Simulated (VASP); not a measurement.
A run of VASP 6.6.1:

File INCAR:

```
PREC = Accurate
ENCUT = 520
EDIFF = 1E-7
ISMEAR = -1
SIGMA = 0.05
LREAL = False
LASPH = True
NELM = 100
ALGO = Normal
ISIF = 2
LWAVE = False
LCHARG = False
METAGGA = R2SCAN
LMIXTAU = True
```

Contents of KPOINTS:

```
regular mesh
0
Gamma
  5 5 5
```

File POSCAR:

```
Ge
1.0
    0.0000000000      2.8857400000      5.1156650000
    2.6304970000      0.0000000000      5.1156650000
    2.6304970000      2.8857400000      0.0000000000
Ge
4
Direct
    0.7264900000      0.2735100000      0.7264900000
    0.2735100000      0.7264900000      0.2735100000
    0.2181330000      0.2181330000      0.7818670000
    0.7818670000      0.7818670000      0.2181330000
```

Contents of KPOINTS_OPT:

```
path GYCDXGZD1HC,C1Z,XH1,HY,LG
10
line-mode
reciprocal
 0.0000000000  0.0000000000  0.0000000000  G
 0.5000000000  0.0000000000  0.5000000000  Y

 0.5000000000  0.0000000000  0.5000000000  Y
 0.5000000000  0.1083705569  0.6083705569  C

 0.5000000000  0.1083705569  0.6083705569  C
 0.0286819066  0.5000000000  0.5286819066  D

 0.0286819066  0.5000000000  0.5286819066  D
 0.0000000000  0.5000000000  0.5000000000  X

 0.0000000000  0.5000000000  0.5000000000  X
 0.0000000000  0.0000000000  0.0000000000  G

 0.0000000000  0.0000000000  0.0000000000  G
 0.5000000000  0.5000000000  0.0000000000  Z

 0.5000000000  0.5000000000  0.0000000000  Z
 0.9713180934  0.5000000000  0.4713180934  D1

 0.9713180934  0.5000000000  0.4713180934  D1
 0.9098640972  0.4098640972  0.5000000000  H

 0.9098640972  0.4098640972  0.5000000000  H
 0.5000000000  0.1083705569  0.6083705569  C

 0.5000000000  0.8916294431  0.3916294431  C1
 0.5000000000  0.5000000000  0.0000000000  Z

 0.0000000000  0.5000000000  0.5000000000  X
 0.0901359028  0.5901359028  0.5000000000  H1

 0.9098640972  0.4098640972  0.5000000000  H
 0.5000000000  0.0000000000  0.5000000000  Y

 0.5000000000  0.5000000000  0.5000000000  L
 0.0000000000  0.0000000000  0.0000000000  G
```

Potentials or basis: VASP PAW PBE potentials, release 64 (Ge_d).

The run is started by

```sh
$ cat potpaw_PBE.64/Ge_d/POTCAR > POTCAR
$ mpirun -np 1 vasp_std > vasp.out
```

Hardware: 1 thread of Intel(R) Xeon(R) Platinum 8559C (Emerald Rapids), on a shared host.

Question: Estimate the wall time of this run.

Answer: Wall time 25 min on 1 thread of Intel(R) Xeon(R) Platinum 8559C (Emerald Rapids), with other jobs on the host, peak memory 0.31 GiB. Counts: scf iterations 81, k points 27.
